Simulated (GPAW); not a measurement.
A run of GPAW 26.7.0 is set up as follows.

The input run.py:

```python
from ase import Atoms
from ase.filters import FrechetCellFilter
from ase.io import write
from ase.optimize import BFGS
from gpaw import GPAW, PW, setup_paths

setup_paths.insert(0, '.')

atoms = Atoms(['Si', 'Si', 'Si', 'Si', 'C', 'C', 'C', 'C'],
              cell=[[3.0756941497, 0.0, 0.0],
                    [-1.5378470748, 2.6636292679, 0.0],
                    [0.0, 0.0, 10.07064648]],
              scaled_positions=[[0.0, 0.0, 0.18789438],
                                [0.0, 0.0, 0.68789438],
                                [0.3333333333, 0.6666666667, 0.43784198],
                                [0.6666666667, 0.3333333333, 0.93784198],
                                [0.0, 0.0, 0.00046005],
                                [0.0, 0.0, 0.50046005],
                                [0.3333333333, 0.6666666667, 0.24980259],
                                [0.6666666667, 0.3333333333, 0.74980259]],
              pbc=True)

calc = GPAW(mode=PW(800),
            xc='PBEsol',
            kpts={'size': (6, 6, 2), 'gamma': True},
            occupations={'name': 'fermi-dirac', 'width': 0.05},
            nbands=32,
            convergence={'density': 1e-06, 'energy': 1e-06, 'eigenstates': 1e-10},
            maxiter=150,
            txt='gpaw.txt')
atoms.calc = calc
opt = BFGS(FrechetCellFilter(atoms), trajectory='relax.traj', logfile='-')
done = opt.run(fmax=0.02, steps=40)
calc.write('gs.gpw')
write('result.traj', atoms)
print('Converged:', done)
print('Cell:', atoms.cell.cellpar().round(4))
print('Volume:', round(atoms.get_volume(), 4))
print(atoms.get_scaled_positions().round(5))
```

Potentials or basis: PAW data sets generated in the run's folder for this functional, pw.

Launch:

```bash
$ gpaw-setup -f PBEsol C Si
$ OMP_NUM_THREADS=1 python run.py
```

Task: What does it give for the relaxed cell?

Result: a = 3.084 Å, b = 3.084 Å, c = 10.093 Å, α = 90.00°, β = 90.00°, γ = 120.00°.

Task: What does it give for the space group after relaxing (to 0.05 Å)?

Result: P6_3mc (No. 186).

Task: What does it give for the band gap on the k mesh?

Result: 2.11 eV, indirect (least direct gap 3.24 eV).

Task: Estimate the relaxed volume.

Result: 10.39 Å³/atom.

Forces in eV/Å, atoms in the order of the input:
```
Si   0.000  0.000 -0.008
Si   0.000  0.000 -0.008
Si   0.000  0.000  0.000
Si   0.000  0.000  0.000
C    0.000  0.000  0.006
C    0.000  0.000  0.006
C    0.000  0.000  0.003
C    0.000  0.000  0.003
```

Caveat: the k mesh is coarse; later steps reuse the first step's grids. A k mesh can miss the band edges.
